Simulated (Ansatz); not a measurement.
Method: Ansatz 0.2.0, DFT PBE, scalar-relativistic, plane waves, PAW. The final run on the 2-atom cell used 420 eV, a Γ-centred 18×18×18 mesh, 0.10 eV smearing and no spin polarisation.

Energies over the elements count from the elements' standard structures at the same level, with no fitted energy shifts.

Q: Suggest a trial structure for a cubic metal made of Ge and Pt, with a formation energy near −0.20 eV/atom and a density near 12.56 g/cm³, in a cell of 2 atoms.

A: GePt, space group Fm-3m (No. 225). Ge is surrounded by 6 Pt at 2.61 Å; around Pt lie 6 Ge at 2.61 Å.

Space group Fm-3m (No. 225). a = 5.212 Å, b = 5.212 Å, c = 5.212 Å, α = 90.00°, β = 90.00°, γ = 90.00°
```csv
atom,site,symmetry,x,y,z
Ge,4b,m-3m,0.5000,0.0000,0.0000
Pt,4a,m-3m,0.0000,0.0000,0.0000
```

| Item | Value |
| --- | --- |
| Volume per atom | 17.70 Å³ |
| Density | 12.56 g/cm³ |
| Energy over the elements | −0.20 eV/atom |
| Gap on the 18×18×18 mesh of the 2-atom cell | 0 eV (a metal) |

The structure comes from a generated guess, relaxed at this level; another structure or a mixture of phases may lie lower. Other answers may fit too; this one was computed.

Spin–orbit coupling, which can matter for Pt, is left out. Symmetry constrained the relaxation, so the result can be a saddle point.
